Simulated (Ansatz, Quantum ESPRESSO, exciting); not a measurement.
**Tc: programs and potentials compared**

```
CELL_PARAMETERS angstrom
2.74000 0.00000 0.00000
-1.37000 2.37291 0.00000
0.00000 0.00000 4.39800
ATOMIC_POSITIONS crystal
Tc 0.64995 0.33009 0.74506
Tc 0.34119 0.66573 0.26152
```

Atoms were shifted at random by some hundredths of an Å from the given cell, which wasn't relaxed again for these runs.

Alike in all runs: task single point; functional PBEsol; k mesh 11 × 11 × 6; occupations fermi-dirac, width 0.05 eV; no spin polarisation; no spin-orbit coupling. Pressure is positive in compression and, in plane waves, holds the error of the finite cutoff.

```
                                                         program and potentials  plane-wave cutoff (eV)  notes  pressure (GPa)  largest force (eV/Å)  energy over the undisturbed cell (meV/atom)
                                              Quantum ESPRESSO, GBRV 1.5 PBEsol                     612      -           -6.26                 0.223                                         4.06
exciting, all-electron LAPW+lo, shipped species files, valence relativity iora*                       -      -               -                 0.238                                         4.33
                                 Ansatz, all-electron LAPW, scalar-relativistic                       -      -           -5.80                 0.224                                            -
```

Force on atom 1 (Tc), eV/Å:

```tsv
program and potentials	x	y	z
Quantum ESPRESSO, GBRV 1.5 PBEsol	0.188	0.011	0.119
exciting, all-electron LAPW+lo, shipped species files, valence relativity iora*	0.189	0.011	0.144
Ansatz, all-electron LAPW, scalar-relativistic	0.188	0.011	0.122
```

The pressure spans -6.26 (Quantum ESPRESSO, GBRV 1.5 PBEsol) to -5.80 GPa (Ansatz, all-electron LAPW, scalar-relativistic), with all-electron results at -5.80.

The functional is the same throughout but for its coding, so the spread measures potentials, basis and numerics; runs on potential files found faulty are left out.
